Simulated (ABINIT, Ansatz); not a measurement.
**F (C2/c): changed settings of a GW run in ABINIT**

A base run on F (C2/c), then changed inputs.

Main program and level: ABINIT 10.8.3; LDA and many-body steps on it, plane waves.

Report form: the programs' logs are mostly left out.

## 1. The structure

It takes space group C2/c (No. 15, monoclinic). The conventional cell has a = 5.113 Å, b = 3.168 Å, c = 6.622 Å, α = 90.00°, β = 94.87°, γ = 90.00°. F has 1 F at 1.41 Å nearest.

The cell and positions are those that the Materials Project relaxed with its own functionals (PBE, PBE+U or r2SCAN), kept fixed.

## 2. Screening, 4×4×2 mesh, 49 bands, screening to 114.3 eV

This step: ABINIT 10.8.3; RPA screening on LDA, plane waves, norm-conserving pseudopotentials.

The RPA dielectric matrix is built and inverted for each q.

run.abi reads:

```
acell 3*1.0 Angstrom
rprim 
  2.556322424600 -1.584027248600 -0.000000000000
  2.556322424600 1.584027248600 -0.000000000000
  -0.562110604000 -0.000000000000 6.597708898900
ntypat 1
znucl 9
natom 4
typat 1 1 1 1
xred 
  0.595832880000 0.915335970000 0.597955500000
  0.084664030000 0.404167120000 0.902044500000
  0.404167120000 0.084664030000 0.402044500000
  0.915335970000 0.595832880000 0.097955500000
pp_dirpath "pseudos"
pseudos "F.upf"
ecut 36
ngkpt 4 4 2
nshiftk 1
shiftk 0 0 0
kptopt 1
chksymbreak 0
istwfk *1
occopt 1
irdwfk 1
optdriver 3
nband 49
ecuteps 4.2
inclvkb 2
awtr 1
symchi 1
indata_prefix "in"
outdata_prefix "out"
tmpdata_prefix "tmp"
```

The run is started by

```sh
OMP_NUM_THREADS=1 mpirun -n 4 abinit run.abi > log
```

The job ended after 38 s (4 MPI ranks of Arm Neoverse N1, shared host; peak memory 0.92 GiB).

This step gave:

```
ε∞ with local fields, on this mesh, along the program's q direction : 2.059
the same without local fields                                       : 2.347
plasma frequency                                                    : 26.88 eV
plane waves in the screening matrix                                 : 155
```

Local fields lower ε∞ by 12 %. On a Γ-centred mesh this coarse the value itself is usually too large, while a short band sum pulls it down.

## 3. Base

The self-energy is evaluated for the states that the input lists, and the levels follow from it, in one-shot runs by the linearised quasiparticle equation.

This step: G0W0 on LDA, plane waves, norm-conserving pseudopotentials.

run.abi, as its differences from that of step 2:

```diff
@@ -25,8 +25,15 @@
 irdwfk 1
-optdriver 3
+optdriver 4
 nband 49
+gwcalctyp 0
+ecutsigx 36
+symsigma 1
+nkptgw 1
+kptgw 
+  0.0000000000 0.0000000000 0.0000000000
+bdgw 
+  13 16
 ecuteps 4.2
-inclvkb 2
-awtr 1
-symchi 1
+irdscr 1
+ppmodel 1
 indata_prefix "in"
```

Wall time 4.3 s (4 MPI ranks); peak memory 0.61 GiB.

Numbers from this step:

| Property | Result |
| --- | --- |
| G0W0 gap on the points computed | 8.274 eV |
| starting gap on the mesh | 2.348 eV |
| k of the valence top | 0, 0, 0 |
| k of the conduction bottom | 0, 0, 0 |
| Z at the valence top | 0.794 |
| Z at the conduction bottom | 0.806 |
| least direct G0W0 gap on the computed points | 8.274 eV |

The gap on the mesh goes from 2.35 eV to 8.27 eV, a correction of +5.93 eV.

## 4. Fewer bands in the self-energy

run.abi, as its differences from that of step 3:

```diff
@@ -26,3 +26,3 @@
 optdriver 4
-nband 49
+nband 24
 gwcalctyp 0
```

Elapsed: 3.7 s, on 4 MPI ranks; peak memory 0.58 GiB; 14 s of CPU time.

This step gave:

| Item | Value |
| --- | --- |
| G0W0 gap on the points computed | 8.202 eV |
| starting gap on the mesh | 2.348 eV |
| k of the valence top | 0, 0, 0 |
| k of the conduction bottom | 0, 0, 0 |
| Z at the valence top | 0.797 |
| Z at the conduction bottom | 0.808 |
| least direct G0W0 gap on the computed points | 8.202 eV |

## 5. A keyword of another program

run.abi, as its differences from that of step 4:

```diff
@@ -26,3 +26,3 @@
 optdriver 4
-nband 24
+nband 49
 gwcalctyp 0
@@ -38,2 +38,3 @@
 ppmodel 1
+nomega 100
 indata_prefix "in"
```

Elapsed: 0.71 s, on 4 MPI ranks; peak memory 0.05 GiB.

The run stopped with an error after 0.71 s.

The program's words: Found token: `NOMEGA` in the input file. This name is not one of the registered input variable names (see Action: check your input file. Perhaps you mistyped the input variable, or specified "img", although this was not permitted for this input variable.

The fault put into this input: a keyword of another program.

## 6. Side by side

Times are wall times on 4 MPI ranks of Arm Neoverse N1, shared host, good to a factor of about two. A run's time includes the screening step that it read.

| run | mesh | bands | screening cutoff (eV) | DFT gap (eV) | gap on the mesh (eV) | direct (eV) | ε∞ used | time |
| --- | --- | --- | --- | --- | --- | --- | --- | --- |
| base | 4×4×2 | 49 | 114.3 | 2.348 | 8.274 | 8.274 | 2.06 | 43 s |
| fewer bands in the self-energy | 4×4×2 | 24 | 114.3 | 2.348 | 8.202 | 8.202 | 2.06 | 42 s |

## 7. What came out

```json
{
  "base": "8.274 eV",
  "fewer bands in the self-energy": "8.202 eV",
  "known limits": "not at the basis limit; coarse k mesh"
}
```

In words: Fewer bands in the self-energy: −0.072 eV against base (keys changed: nband). Bands and cutoff are finite, so the gap is not at the basis limit. The miss can reach some tenths of an eV and take either sign; the mesh is an error of its own. In the G0W0 runs levels were corrected at 1 k point alone, so a gap called «on the mesh» is the least over those, and an edge elsewhere would be missed. The 4×4×2 mesh is coarse for this cell, which bears on the long-range parts of exchange and screening.

[Paths, hosts, dates, memory and timing lines, banners, echoed tables and standing remarks are left out of the program output.]

[Logs are printed without paths, hosts, clocks, repeated set-up lines and the standing remarks that a program may print on its own settings, such as how far it seeks lower states.]

[Runs of the session that timed out or met a known fault of the program may be left out.]

[Hosts, paths, dates, database ids (printed as entryN), source tags and the programs' standing remarks are cut or masked in the printed files.]

[G0W0 gaps are taken among the corrected bands and points alone; a level outside them can change the order at an edge.]

[Where Ansatz stands beside ABINIT at settings called matched, ABINIT's density can come from a denser mesh and the files from another edition; pairs whose starting gaps differed by over 0.03 eV were left out, so agreement reads better than it is.]
